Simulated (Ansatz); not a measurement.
## Se under changes of volume

One of the cells (27.261 Å³/atom); the others are scaled copies at fixed shape and fractional positions:

```
CELL_PARAMETERS angstrom
4.36620 0.00000 0.00000
-2.18310 3.78124 0.00000
0.00000 0.00000 4.95360
ATOMIC_POSITIONS crystal
Se 0.77460 0.77460 0.00000
Se 0.00000 0.22540 0.66667
Se 0.22540 0.00000 0.33333
```

- Program: Ansatz 0.2.0
- Functional: LDA
- Potentials or basis: all-electron LAPW, scalar-relativistic
- Cutoff: 299 eV (chosen from the basis error)
- Basis error allowed: 0.002 eV/atom
- k mesh: 7 × 7 × 6
- Occupations: fermi-dirac, width 0.05 eV
- Spin: no spin polarisation

| volume (Å³/atom) | energy over the lowest point (meV/atom) | pressure (GPa) | gap on the mesh (eV) | largest force (eV/Å) |
| --- | --- | --- | --- | --- |
| 25.625 | 8.11 | 2.6 | 1.04 | 0.889 |
| 26.170 | ? | ? | ? | ? |
| 26.716 | 0.00 | -0.1 | 1.08 | 0.421 |
| 27.261 | 2.42 | -1.3 | 1.10 | 0.212 |
| 27.806 | 8.57 | -2.3 | 1.12 | 0.016 |
| 28.351 | 18.04 | -3.2 | 1.11 | 0.166 |
| 28.896 | 30.49 | -4.1 | 1.08 | 0.336 |

What does the run at 26.170 Å³/atom give?

Energy over the lowest point 1.73 meV/atom; pressure 1.2 GPa; gap on the mesh 1.06 eV; largest force 0.647 eV/Å.

Worked out: A Birch-Murnaghan fit of order 3 (a polynomial in V^(-2/3)) to the other rows has its minimum at 26.66 Å³/atom with B0 = V·E''(V) = 60 GPa and B' = 4.4 at fixed shape and positions, which overstates the stiffness. It gives 1.73 meV/atom at 26.170 Å³/atom, against the run's 1.73, and -dE/dV = 1.2 GPa, against 1.2. A parabola through the other rows of the gap, of slope 1.34 eV per unit of ln V there, gives 1.07 eV, against the run's 1.06.

Energies are extrapolated to zero smearing.

Caveats: an odd mesh through Γ misses points on the zone boundary, where band edges often lie. Spin-orbit coupling on Se is left out.
